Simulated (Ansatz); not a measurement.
Runs of Ansatz 0.2.0 on TiAl. The structure is cubic, space group Pm-3m (No. 221). The conventional cell has a = 3.179 Å, b = 3.179 Å, c = 3.179 Å, α = 90.00°, β = 90.00°, γ = 90.00°. Around Ti (site symmetry m-3m) lie 8 Al at 2.75 Å. Al (site symmetry m-3m) is surrounded by 8 Ti at 2.75 Å. The cell comes from a database or a generator and needn't be the stable form of this composition.

| task | level | potentials or basis | U | k mesh | cutoff (eV) | smearing | hubbard projectors | double counting | gap on the mesh (eV) | pressure (GPa) |
| --- | --- | --- | --- | --- | --- | --- | --- | --- | --- | --- |
| atomic charges | LDA | JTH PAW LDA | - | 8 × 8 × 8 | 1230 | gaussian 0.15 eV | - | - | none | -5.6 |
| density of states | PBE+U | JTH PAW | Ti d U = 6.2 eV | 8 × 8 × 8 | 1230 | cold 0.1 eV | ortho-atomic | fll (the default) | none | 8.2 |
| atomic charges | r2SCANh+D4 | Ansatz PAW | - | 6 × 6 × 6 | 500 | methfessel-paxton 0.05 eV | - | - | none | -3.0 |
| projected density of states | r2SCAN0+D4 | Ansatz PAW | - | 6 × 6 × 6 | 500 | gaussian 0.02 eV | - | - | none | (a) |

Alike in all rows: no spin polarisation; cell as given.

Task: Fill in the values left out.

Result: (a) -4.3.

Caveats: pairwise dispersion overbinds metals, which lowers pressure and volume (some runs); the PAW data sets come from PBE, with cores solved anew for the run's functional, which leaves a small shift of forces and pressure (some runs); the thresholds are loose for stress (some runs); U without spin polarisation on a metal has little footing (some runs); the U is typed as a test and isn't derived for this compound (some runs).

A gap of «none» marks a metal or a gap under the smearing width.
